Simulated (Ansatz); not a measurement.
Set up this calculation in Ansatz 0.2.0, as the native input.

* Task: single point
* Functional: PBE
* Potentials or basis: Ansatz PAW
* Cutoff: 420 eV (not typed: the program's choice for these potentials)
* k mesh: 9 × 9 × 9
* Occupations: gaussian, width 0.013 eV
* Spin: no spin polarisation

LiCl:

```
Cl Li
1.0
     0.00000    2.56477    2.56477
     2.56477    0.00000    2.56477
     2.56477    2.56477    0.00000
Cl Li
1 1
Direct
  0.50000 0.50000 0.50000
  0.00000 0.00000 0.00000
```

One way to write it, as run:

input.yaml

```yaml
crystal:
  lattice:
    - [0.0, 2.56477, 2.56477]
    - [2.56477, 0.0, 2.56477]
    - [2.56477, 2.56477, 0.0]
  atoms:
    - { symbol: Cl, position: [0.5, 0.5, 0.5] }
    - { symbol: Li, position: [0.0, 0.0, 0.0] }
hamiltonian:
  xc: pbe
  pseudopotentials: { kind: paw }
kpoints:
  mp_grid: { grid: [9, 9, 9] }
scf:
  occupations: { method: gaussian, width: 0.013 }
output:
  forces: true
  stress: true
  eigenvalues: true
```

Potentials or basis: Ansatz PAW.

Command:

```bash
$ ansatz run input.yaml --threads 2 --pin off --max-ram 5632MiB --backend cpu --events-out ev --progress --plain --runs-dir out
```

Results of the run:

```json
{
  "Pressure": "0.4 GPa",
  "Band gap on the k mesh": "6.33 eV, direct"
}
```

Caveat: odd divisions of the mesh miss points on the zone boundary, where band edges often lie, so the gap on the mesh can be too wide.

Run time: 0.52 s on 2 threads of Arm Neoverse V1, with other jobs on the host, peak memory 0.27 GiB.
